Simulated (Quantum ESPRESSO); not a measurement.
The system is FeSi2 (Linzhiite).

```
CELL_PARAMETERS angstrom
2.68400 0.00000 0.00000
0.00000 2.68400 0.00000
0.00000 0.00000 5.12800
ATOMIC_POSITIONS crystal
Fe 0.00000 0.00000 0.00000
Si 0.50000 0.50000 0.73000
Si 0.50000 0.50000 0.27000
```

Base run:

| Item | Value |
| --- | --- |
| Program | Quantum ESPRESSO 7.5 |
| Functional | PBEsol |
| Potentials or basis | GBRV 1.5 PBEsol |
| Cutoff | 762 eV |
| Density cutoff | 6095 eV |
| k mesh | 8 × 8 × 4 |
| Occupations | fermi-dirac, width 0.05 eV |
| Spin | collinear spin, ferromagnetic start |
| Starting moments | [3.0, 0.0, 0.0] μB |
| Hubbard terms | Fe d U = 2 eV |

Its results: band gap on the k mesh none (metal or under the smearing width); pressure -2.5 GPa; net moment 0.13 μB per cell; site moments Fe +0.16; Si -0.01 μB; largest force 0.212 eV/Å.

Task: The run is repeated on the same cell with these changes: hubbard terms from Fe d U = 2 eV to Fe d U = 6 eV. What comes out?

Result: Band gap on the k mesh none (metal or under the smearing width); pressure 18.5 GPa; net moment 1.90 μB per cell; site moments Fe +2.12; Si -0.07 μB; largest force 1.465 eV/Å.

Caveats: the U is typed as a test and isn't derived for this compound; forces of over 1 eV/Å show positions far from the minimum, so gaps and moduli don't describe the material at rest (some runs).
